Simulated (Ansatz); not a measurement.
Does relaxation matter for the field gradients of CO2 with an O vacancy?

Start: a supercell of CO2 (space group P4_2/mnm) built from a Materials Project structure (computed, not necessarily an observed phase), with all atoms left at the host's positions.

```cif
data_structure
_symmetry_space_group_name_H-M 'P 1'
_symmetry_Int_Tables_number 1
_cell_length_a 8.4544
_cell_length_b 8.4544
_cell_length_c 9.3755
_cell_angle_alpha 90.000
_cell_angle_beta 90.000
_cell_angle_gamma 90.000
_cell_volume 670.14
loop_
_atom_site_label
_atom_site_type_symbol
_atom_site_fract_x
_atom_site_fract_y
_atom_site_fract_z
_atom_site_occupancy
C1 C 0.25000 0.25000 0.25000 1
C2 C 0.25000 0.25000 0.75000 1
C3 C 0.25000 0.75000 0.25000 1
C4 C 0.25000 0.75000 0.75000 1
C5 C 0.75000 0.25000 0.25000 1
C6 C 0.75000 0.25000 0.75000 1
C7 C 0.75000 0.75000 0.25000 1
C8 C 0.75000 0.75000 0.75000 1
C9 C 0.00000 0.00000 0.00000 1
C10 C 0.00000 0.00000 0.50000 1
C11 C 0.00000 0.50000 0.00000 1
C12 C 0.00000 0.50000 0.50000 1
C13 C 0.50000 0.00000 0.00000 1
C14 C 0.50000 0.00000 0.50000 1
C15 C 0.50000 0.50000 0.00000 1
C16 C 0.50000 0.50000 0.50000 1
O17 O 0.15241 0.34759 0.75000 1
O18 O 0.15241 0.84759 0.25000 1
O19 O 0.15241 0.84759 0.75000 1
O20 O 0.65241 0.34759 0.25000 1
O21 O 0.65241 0.34759 0.75000 1
O22 O 0.65241 0.84759 0.25000 1
O23 O 0.65241 0.84759 0.75000 1
O24 O 0.34759 0.15241 0.25000 1
O25 O 0.34759 0.15241 0.75000 1
O26 O 0.34759 0.65241 0.25000 1
O27 O 0.34759 0.65241 0.75000 1
O28 O 0.84759 0.15241 0.25000 1
O29 O 0.84759 0.15241 0.75000 1
O30 O 0.84759 0.65241 0.25000 1
O31 O 0.84759 0.65241 0.75000 1
O32 O 0.09759 0.09759 0.00000 1
O33 O 0.09759 0.09759 0.50000 1
O34 O 0.09759 0.59759 0.00000 1
O35 O 0.09759 0.59759 0.50000 1
O36 O 0.59759 0.09759 0.00000 1
O37 O 0.59759 0.09759 0.50000 1
O38 O 0.59759 0.59759 0.00000 1
O39 O 0.59759 0.59759 0.50000 1
O40 O 0.40241 0.40241 0.00000 1
O41 O 0.40241 0.40241 0.50000 1
O42 O 0.40241 0.90241 0.00000 1
O43 O 0.40241 0.90241 0.50000 1
O44 O 0.90241 0.40241 0.00000 1
O45 O 0.90241 0.40241 0.50000 1
O46 O 0.90241 0.90241 0.00000 1
O47 O 0.90241 0.90241 0.50000 1
```

Sites (sets of like atoms) are named by element and the number of their first atom in this list.

The numbers come from a DFT calculation in Ansatz (PBE, plane waves and PAW, scalar-relativistic, 420 eV cutoff, Γ-centred 2×2×2 k-points, Fermi–Dirac smearing 0.01 eV, cell charge +2).

The largest force at the start is 3.3 eV/Å. Relaxing the ions at fixed cell moves them by 0.446 Å at most (atom 24, O) and 0.097 Å rms.

```json
{"site": "C1", "atom": "1", "moved (Å)": "0.412", "first shell before": "1 O at 1.17 Å", "first shell after": "1 O at 1.13 Å", "V_zz before (10²¹ V/m²)": "-8.36", "η before": "0.02"}
{"site": "C8", "atom": "8", "moved (Å)": "0.022", "first shell before": "2 O at 1.17 Å, angle 180°", "first shell after": "2 O at 1.17 Å, angle 180°", "V_zz before (10²¹ V/m²)": "-2.92", "η before": "0.01"}
{"site": "O18", "atom": "18", "moved (Å)": "0.029", "first shell before": "1 C at 1.17 Å", "first shell after": "1 C at 1.17 Å", "V_zz before (10²¹ V/m²)": "6.39", "η before": "0.39"}
{"site": "O19", "atom": "19", "moved (Å)": "0.030", "first shell before": "1 C at 1.17 Å", "first shell after": "1 C at 1.17 Å", "V_zz before (10²¹ V/m²)": "6.22", "η before": "0.52"}
{"site": "O23", "atom": "23", "moved (Å)": "0.019", "first shell before": "1 C at 1.17 Å", "first shell after": "1 C at 1.17 Å", "V_zz before (10²¹ V/m²)": "6.23", "η before": "0.51"}
{"site": "O24", "atom": "24", "moved (Å)": "0.446", "first shell before": "1 C at 1.17 Å", "first shell after": "1 C at 1.13 Å", "V_zz before (10²¹ V/m²)": "-3.95", "η before": "0.00"}
{"site": "O26", "atom": "26", "moved (Å)": "0.051", "first shell before": "1 C at 1.17 Å", "first shell after": "1 C at 1.17 Å", "V_zz before (10²¹ V/m²)": "6.36", "η before": "0.41"}
{"site": "O30", "atom": "30", "moved (Å)": "0.019", "first shell before": "1 C at 1.17 Å", "first shell after": "1 C at 1.17 Å", "V_zz before (10²¹ V/m²)": "6.25", "η before": "0.51"}
{"site": "O32", "atom": "32", "moved (Å)": "0.052", "first shell before": "1 C at 1.17 Å", "first shell after": "1 C at 1.17 Å", "V_zz before (10²¹ V/m²)": "6.05", "η before": "0.50"}
{"site": "O38", "atom": "38", "moved (Å)": "0.036", "first shell before": "1 C at 1.17 Å", "first shell after": "1 C at 1.17 Å", "V_zz before (10²¹ V/m²)": "6.16", "η before": "0.49"}
```

Q: How do the gradients change?

A: 

```tsv
site	atom	V_zz after	η after	change of V_zz
C1	1	-8.46	0.01	-0.10
C8	8	-2.90	0.01	+0.02
O18	18	6.46	0.41	+0.07
O19	19	6.38	0.50	+0.16
O23	23	6.32	0.55	+0.09
O24	24	-5.45	0.02	-1.50
O26	26	6.51	0.43	+0.15
O30	30	6.41	0.47	+0.16
O32	32	6.19	0.53	+0.14
O38	38	6.36	0.51	+0.20
```

The largest change of V_zz is on O24, from -3.95 to -5.45. In per cent, |V_zz| changes by -1 to +1 on C, +1 to +38 on O (all sites that start above 2). The table leaves out 14 of the 24 sites, with |V_zz| up to 6.44; their tensors move by 0.26 at most along any direction. The statements above cover all sites. The host's own positions weren't relaxed first, so part of the change far from the defect can be the host's relaxation.

The run isn't spin-polarised, and a state with spin may lie lower. The defect repeats with the cell of 47 atoms, so it feels its images: sites between two images don't show the values beside a lone defect, and zeros or small values of η there can come from the images' arrangement. C and O carry a gradient in the pure host already, so the values there aren't the defect's effect alone. A uniform background compensates the cell's charge. The defect cell has no gap above 0.1 eV on its mesh, so the values can hang on the smearing and the k-mesh.
Before: The neighbours have not yet relaxed around the defect (largest force 3.3 eV/Å), so the values at and beside it are those of a strained start, not of the defect in a real crystal.
After: The relaxation keeps the symmetry of the vacancy's site, so distortions that break it, Jahn–Teller ones too, aren't explored.
